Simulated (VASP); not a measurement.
# Gd (Im-3m) in VASP: notebook

Runs on Gd. Level: PBE. Tasks: single point.

Program: VASP 6.6.1. These are calculated values, not measurements. Logs are shortened: lines on timing, memory, paths and dates and some standing lists are left out, and cuts for length are marked.

### 1 The crystal as given

The structure is cubic, space group Im-3m (No. 229). The conventional cell has a = 4.050 Å, b = 4.050 Å, c = 4.050 Å, α = 90.00°, β = 90.00°, γ = 90.00°. Around Gd (site symmetry m-3m) lie 8 Gd at 3.51 Å.

This isn't the form of Gd at room conditions, which is hcp.

### 2 Single point, PBE, collinear spin, ferromagnetic start

File INCAR:

```
ADDGRID = False
ALGO = Normal
EDIFF = 1E-6
ENCUT = 550
GGA = PE
ISIF = 2
ISMEAR = 0
ISPIN = 2
LASPH = True
LCHARG = False
LMAXMIX = 6
LORBIT = 11
LREAL = False
LWAVE = False
MAGMOM = 7
NELM = 100
PREC = Accurate
SIGMA = 0.2
```

File KPOINTS:

```
k-points
0
Gamma
  4 4 4
```

File POSCAR:

```
Gd
1.0
   -2.0250000000      2.0250000000      2.0250000000
    2.0250000000     -2.0250000000      2.0250000000
    2.0250000000      2.0250000000     -2.0250000000
Gd
1
Direct
    0.0000000000      0.0000000000      0.0000000000
```

Potentials or basis: VASP PAW PBE potentials, release 64 (Gd).

Run with:

```bash
$ cat potpaw_PBE.64/Gd/POTCAR > POTCAR
$ mpirun -np 1 vasp_std > vasp.out
```

OUTCAR:

```text
EDIFF = 1E-6
   ENCUT = 550
   GGA = PE
   ISIF = 2
   ISMEAR = 0
   ISPIN = 2
   LASPH = True
   LORBIT = 11
   LREAL = False
   NELM = 100
   PREC = Accurate

 Found      8 irreducible k-points:

 Following reciprocal coordinates:
            Coordinates               Weight
  0.000000  0.000000  0.000000      1.000000
  0.250000  0.000000  0.000000     12.000000
  0.500000  0.000000  0.000000      6.000000
  0.250000  0.250000  0.000000     24.000000
  0.250000  0.250000  0.250000      2.000000
 -0.250000  0.250000  0.250000      6.000000
   k-points           NKPTS =      8   k-points in BZ     NKDIM =      8   number of bands    NBANDS=     17
   number of dos      NEDOS =    301   number of ions     NIONS =      1
   total plane-waves  NPLWV =  21952
   dimension x,y,z NGX =    28 NGY =   28 NGZ =   28
   dimension x,y,z NGXF=    56 NGYF=   56 NGZF=   56
   ions per type =               1
   NGX,Y,Z   is equivalent  to a cutoff of  13.27, 13.27, 13.27 a.u.
   NGXF,Y,Z  is equivalent  to a cutoff of  26.54, 26.54, 26.54 a.u.
 SYSTEM =  unknown system
   PREC   = accura    normal or accurate (medium, high low for compatibility)
   ISTART =      0    job   : 0-new  1-cont  2-samecut
   ICHARG =      2    charge: 1-file 2-atom 10-const
   ISPIN  =      2    spin polarized calculation?
   LNONCOLLINEAR =      F non collinear calculations
   LSORBIT =      F    spin-orbit coupling
   LASPH  =      T    aspherical Exc in radial PAW
   ENCUT  =  550.0 eV  40.42 Ry    6.36 a.u.   6.71  6.71  6.71*2*pi/ulx,y,z
   NELM   =    100;   NELMIN=  2; NELMDL= -5     # of ELM steps
   EDIFF  = 0.1E-05   stopping-criterion for ELM
   LREAL  =      F    real-space projection
   EDIFFG = 0.1E-04   stopping-criterion for IOM
   NSW    =      0    number of steps for IOM
   IBRION =     -1    ionic relax: 0-MD 1-quasi-New 2-CG
   NFREE  =      0    steps in history (QN), initial steepest desc. (CG)
   ISIF   =      2    stress and relaxation
   ISYM   =      2    0-nonsym 1-usesym 2-fastsym
   POTIM  = 0.5000    time-step for ionic-motion
   TEBEG  =    0.0;   TEEND  =   0.0 temperature during run
   PSTRESS=    0.0 pullay stress
   NELECT =      18.0000    total number of electrons
   NUPDOWN=      -1.0000    fix difference up-down
   EMIN   =  10.00;   EMAX   =-10.00  energy-range for DOS
   EFERMI =   0.00;   METHOD = LEGACY
   ISMEAR =     0;   SIGMA  =   0.20  broadening in eV -4-tet -1-fermi 0-gaus
   EFERMI_NEDOS =   21; number of points for ismear=-14 and -15
   IALGO  =     38    algorithm
   IMIX   =      4    mixing-type and parameters
     AMIX     =   0.40;   BMIX     =  1.00
     AMIX_MAG =   1.60;   BMIX_MAG =  1.00
  volume/ion in A,a.u.               =      33.22       224.15
  Fermi-wavevector in a.u.,A,eV,Ry     =   1.334711  2.522238 24.238153  1.781454
  Thomas-Fermi vector in A             =   2.463472
   LORBIT       =     11    0 simple, 1 ext, 2 COOP (PROOUT), +10 PAW based schemes
   GGA     = PE    functional components
   LHFCALC =     F    Hartree Fock is set to
   AEXX    =    0.0000 exact exchange contribution
   IVDW    =     0    specifies the selected vdW correction
   LEPSILON=     F    determine dielectric tensor
   LRPA    =     F    only Hartree local field effects (RPA)
 spin polarized calculation
 Gauss-broadening in eV      SIGMA  =   0.20
  energy-cutoff  :      550.00
  volume of cell :       33.22
 maximum number of plane-waves:       978
 NGX is ok and might be reduce to    28
   NGX = 13   NGY = 13   NGZ = 13

 number of electron      18.0000009 magnetization       7.6570817

 Free energy of the ion-electron system (eV)
  ---------------------------------------------------
  ext. energy  EPLUGINS =         0.00000000
  ---------------------------------------------------
  free energy    TOTEN  =       -11.63917380 eV

  energy without entropy =      -11.59449219  energy(sigma->0) =      -11.61683300

 E-fermi :   2.9656     XC(G=0):  -9.9584

 val. band max:        2.9182205824   @ k =   0.5000   0.5000   0.2500
 cond. band min:       3.0098225154   @ k =  -0.2500   0.2500   0.2500
 fundamental gap:      0.0916019330
 Fermi energy:         2.9655762994

 spin component 1

 k-point     1 :       0.0000    0.0000    0.0000
  band No.  band energies     occupation
      1     -42.3441      1.00000
      2     -19.3740      1.00000
      3     -19.3740      1.00000
      4     -19.3740      1.00000
      5      -2.1347      1.00000
      6      -1.9241      1.00000
[... 9 lines left out ...]
     16       6.4548      0.00000
     17       6.4548      0.00000
[... 81 lines left out ...]
 k-point     6 :      -0.2500    0.2500    0.2500
  band No.  band energies     occupation
      1     -42.2823      1.00000
      2     -19.7442      1.00000
      3     -19.6100      1.00000
      4     -19.6100      1.00000
      5      -1.8862      1.00000
      6      -1.8816      1.00000
[... 9 lines left out ...]
     16       5.9718      0.00000
     17       7.0724      0.00000

 [... further k-points ...]

 spin component 2

 k-point     1 :       0.0000    0.0000    0.0000
  band No.  band energies     occupation
      1     -39.1001      1.00000
      2     -16.9662      1.00000
      3     -16.9662      1.00000
      4     -16.9662      1.00000
      5      -1.2024      1.00000
      6       3.3506      0.00324
[... 9 lines left out ...]
     16       7.5824      0.00000
     17       7.5824      0.00000
[... 81 lines left out ...]
 k-point     6 :      -0.2500    0.2500    0.2500
  band No.  band energies     occupation
      1     -39.0229      1.00000
      2     -17.4186      1.00000
      3     -17.2460      1.00000
      4     -17.2460      1.00000
      5       1.6536      1.00000
      6       3.0098      0.37719
[... 9 lines left out ...]
     16       7.3470      0.00000
     17       8.3689      0.00000

 [... further k-points ...]

------------------------ aborting loop because EDIFF is reached ----------------------------------------

  FORCE on cell =-STRESS in cart. coord.  units (eV):
  Direction    XX          YY          ZZ          XY          YZ          ZX
  --------------------------------------------------------------------------------------
  -------------------------------------------------------------------------------------
  Total        0.1919469      0.1919469      0.1919469      0.0000000      0.0000000     -0.0000000
  in kB        9.2588425      9.2588425      9.2588425      0.0000000      0.0000000     -0.0000000
  external PRESSURE =       9.2588425 kB  Pullay stress =       0.0000000 kB

 VOLUME and BASIS-vectors are now :
 -----------------------------------------------------------------------------
  energy-cutoff  :      550.00
  volume of cell :       33.22
      direct lattice vectors                 reciprocal lattice vectors
    -2.025000000  2.025000000  2.025000000     0.000000000  0.246913580  0.246913580
     2.025000000 -2.025000000  2.025000000     0.246913580  0.000000000  0.246913580
     2.025000000  2.025000000 -2.025000000     0.246913580  0.246913580  0.000000000

 POSITION                                       TOTAL-FORCE (eV/Angst)
 -----------------------------------------------------------------------------------
      0.00000      0.00000      0.00000        -0.000000     -0.000000      0.000000
 -----------------------------------------------------------------------------------
    total drift:                               -0.000000     -0.000000     -0.000000

  FREE ENERGIE OF THE ION-ELECTRON SYSTEM (eV)
  ---------------------------------------------------
  free  energy   TOTEN  =       -11.6391738023 eV

  energy  without entropy=      -11.5944921930  energy(sigma->0) =      -11.61683300

 total charge

# of ion       s       p       d       f       tot
--------------------------------------------------
    1        2.072   5.568   0.567   6.990  15.197

 magnetization (x)

# of ion       s       p       d       f       tot
--------------------------------------------------
    1        0.001  -0.052   0.240   6.809   6.997
```

OSZICAR:

```text
N       E                     dE             d eps       ncg     rms          rms(c)
DAV:   1     0.954886617622E+02    0.95489E+02   -0.65880E+03   664   0.535E+03
DAV:   2     0.280252068984E+01   -0.92686E+02   -0.84178E+02   757   0.311E+02
[... 19 lines left out ...]
DAV:  22    -0.116394557344E+02    0.97493E-04   -0.50672E-03   639   0.171E+00    0.595E-01
DAV:  23    -0.116393108231E+02    0.14491E-03   -0.71028E-04   970   0.368E-01    0.281E-01
DAV:  24    -0.116392160347E+02    0.94788E-04   -0.14833E-04   795   0.291E-01    0.128E-01
DAV:  25    -0.116391731253E+02    0.42909E-04   -0.88717E-05   703   0.212E-01    0.439E-02
DAV:  26    -0.116391745826E+02   -0.14574E-05   -0.10254E-05   832   0.374E-02    0.102E-01
DAV:  27    -0.116391738023E+02    0.78028E-06   -0.25630E-06   521   0.304E-02
   1 F= -.11639174E+02 E0= -.11616833E+02  d E =-.446816E-01  mag=     7.6567
```

It took 34 s on 1 thread of Intel Xeon Platinum 8559C (Emerald Rapids), shared host; peak memory 0.18 GiB.

The run converged, but some of its settings lie outside the range that counts as converged, so its numbers aren't taken as properties of the crystal.

Results:

* Free energy: -11.6392 eV
* Pressure: 0.9 GPa
* Band gap on the k mesh: none (metal or under the smearing width)
* Net moment: 7.66 μB per cell
* Site moments: Gd +7.00 μB
* Valence electrons inside the program's atomic spheres: Gd 15.20

Caveat: the k mesh is coarse (spacing up to 0.55 Å⁻¹), so the values aren't converged; spin-orbit coupling is left out, which moves the levels of the heavy elements.

### 3 Single point, PBE, collinear spin, ferromagnetic start

INCAR: that of step 2 with these lines changed.

```diff
@@ -3,3 +3,3 @@
 EDIFF = 1E-6
-ENCUT = 550
+ENCUT = 250
 GGA = PE
```

File KPOINTS:

```
k-points
0
Gamma
  6 6 6
```

POSCAR is that of step 2.

Potentials or basis: VASP PAW PBE potentials, release 64 (Gd).

Run with:

```bash
$ cat potpaw_PBE.64/Gd/POTCAR > POTCAR
$ mpirun -np 1 vasp_std > vasp.out
```

It took 16 s on 1 thread of Intel Xeon Platinum 8559C (Emerald Rapids), shared host; peak memory 0.13 GiB.

The run converged, but a check on its numbers failed (symmetry, net force, bounds or a known fault of this set-up), so they aren't taken as properties of the crystal.

Caveat: the k mesh is coarse (spacing up to 0.37 Å⁻¹), so the values aren't converged; the cutoff lies under the usual one of these potentials, so the numbers hold a large basis-set error; spin-orbit coupling is left out, which moves the levels of the heavy elements.

### 4 Single point, PBE, collinear spin, ferromagnetic start

INCAR: that of step 3 with these lines changed.

```diff
@@ -3,3 +3,3 @@
 EDIFF = 1E-6
-ENCUT = 250
+ENCUT = 400
 GGA = PE
```

File KPOINTS:

```
k-points
0
Gamma
  5 5 5
```

POSCAR is that of step 3.

Run with:

```bash
$ cat potpaw_PBE.64/Gd/POTCAR > POTCAR
$ mpirun -np 1 vasp_std > vasp.out
```

Wall time 19 s (1 thread of Intel Xeon Platinum 8559C (Emerald Rapids), shared host); peak memory 0.15 GiB.

The run converged, but some of its settings lie outside the range that counts as converged, so its numbers aren't taken as properties of the crystal.

Results:

- Free energy: -11.6215 eV
- Pressure: -1.1 GPa
- Band gap on the k mesh: none (metal or under the smearing width)
- Net moment: 7.76 μB per cell
- Site moments: Gd +7.05 μB
- Valence electrons inside the program's atomic spheres: Gd 15.20

Caveat: the k mesh is coarse (spacing up to 0.44 Å⁻¹), so the values aren't converged; the cutoff is under 1.25 times the usual one of these potentials, so pressure, stress and relaxed cells hold a basis-set (Pulay) error; spin-orbit coupling is left out, which moves the levels of the heavy elements.

### 5 Single point, PBE, collinear spin, ferromagnetic start

INCAR: that of step 4 with these lines changed.

```diff
@@ -3,3 +3,3 @@
 EDIFF = 1E-6
-ENCUT = 400
+ENCUT = 300
 GGA = PE
```

File KPOINTS:

```
k-points
0
Gamma
  6 6 6
```

POSCAR is that of step 4.

Run with:

```bash
$ cat potpaw_PBE.64/Gd/POTCAR > POTCAR
$ mpirun -np 1 vasp_std > vasp.out
```

Wall time 15 s (1 thread of Intel Xeon Platinum 8559C (Emerald Rapids), shared host); peak memory 0.13 GiB.

The run converged, but a check on its numbers failed (symmetry, net force, bounds or a known fault of this set-up), so they aren't taken as properties of the crystal.

Caveat: the k mesh is coarse (spacing up to 0.37 Å⁻¹), so the values aren't converged; the cutoff lies under the usual one of these potentials, so the numbers hold a large basis-set error; spin-orbit coupling is left out, which moves the levels of the heavy elements.

### 6 Single point, PBE, collinear spin, ferromagnetic start

INCAR: that of step 5 with these lines changed.

```diff
@@ -3,3 +3,3 @@
 EDIFF = 1E-6
-ENCUT = 300
+ENCUT = 700
 GGA = PE
```

File KPOINTS:

```
k-points
0
Gamma
  4 4 4
```

POSCAR is that of step 5.

Potentials or basis: VASP PAW PBE potentials, release 64 (Gd).

Run with:

```bash
$ cat potpaw_PBE.64/Gd/POTCAR > POTCAR
$ mpirun -np 1 vasp_std > vasp.out
```

It took 34 s on 1 thread of Intel Xeon Platinum 8559C (Emerald Rapids), shared host; peak memory 0.19 GiB.

The run converged, but some of its settings lie outside the range that counts as converged, so its numbers aren't taken as properties of the crystal.

Results:

| Item | Value |
| --- | --- |
| Free energy | -11.6429 eV |
| Pressure | 0.9 GPa |
| Band gap on the k mesh | none (metal or under the smearing width) |
| Net moment | 7.66 μB per cell |
| Site moments | Gd +7.00 μB |
| Valence electrons inside the program's atomic spheres | Gd 15.20 |

Caveat: the k mesh is coarse (spacing up to 0.55 Å⁻¹), so the values aren't converged; spin-orbit coupling is left out, which moves the levels of the heavy elements.

### 7 For comparison

An earlier run on the cell as given: functional PBE; potentials or basis VASP PAW PBE potentials, release 64 (Gd); cutoff 520 eV; k mesh 9 × 9 × 9; occupations fermi-dirac, width 0.05 eV; collinear spin, ferromagnetic start; starting moments [7.0] μB.

- Pressure: 0.0 GPa
- Band gap on the k mesh: none (metal or under the smearing width)
- Net moment: 7.60 μB per cell
- Site moments: Gd +6.99 μB
- Valence electrons inside the program's atomic spheres: Gd 15.20
